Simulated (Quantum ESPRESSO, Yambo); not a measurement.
Planning a run of Quantum ESPRESSO 7.5 on PbSe (Clausthalite). The input:

```
&control
  calculation = 'scf'
  prefix = 'x'
  outdir = 'o'
  pseudo_dir = 'pseudo'
/
&system
  ibrav = 0
  nat = 2
  ntyp = 2
  ecutwfc = 104.0
  nbnd = 28
  force_symmorphic = .true.
/
&electrons
  conv_thr = 1e-10
  electron_maxstep = 80
  mixing_beta = 0.5
/
ATOMIC_SPECIES
  Pb 207.2 Pb.upf
  Se 78.971 Se.upf
CELL_PARAMETERS angstrom
  -0.0000000000 3.0606500000 3.0606500000
  3.0606500000 -0.0000000000 3.0606500000
  3.0606500000 3.0606500000 -0.0000000000
ATOMIC_POSITIONS crystal
  Pb 0.0000000000 0.0000000000 0.0000000000
  Se 0.5000000000 0.5000000000 0.5000000000
K_POINTS automatic
  6 6 6 0 0 0
```

```sh
OMP_NUM_THREADS=1 mpirun -n 4 pw.x -nk 4 -in pw.in > pw.out
```

**Question.** Estimate wall time and host memory on 4 MPI ranks of Arm Neoverse V1, shared host.

It took 18 s; on shared hardware allow 9.2 s to 37 s. Peak host memory was 0.39 GiB.

[Paths, hosts, dates, memory and timing lines, banners, echoed tables and standing remarks are left out of the program output.]

[Logs are printed without paths, hosts, clocks, repeated set-up lines and the standing remarks that a program may print on its own settings, such as how far it seeks lower states.]

[Runs of the session that timed out or met a known fault of the program may be left out.]

[Hosts, paths, dates, database ids (printed as entryN), source tags and the programs' standing remarks are cut or masked in the printed files.]
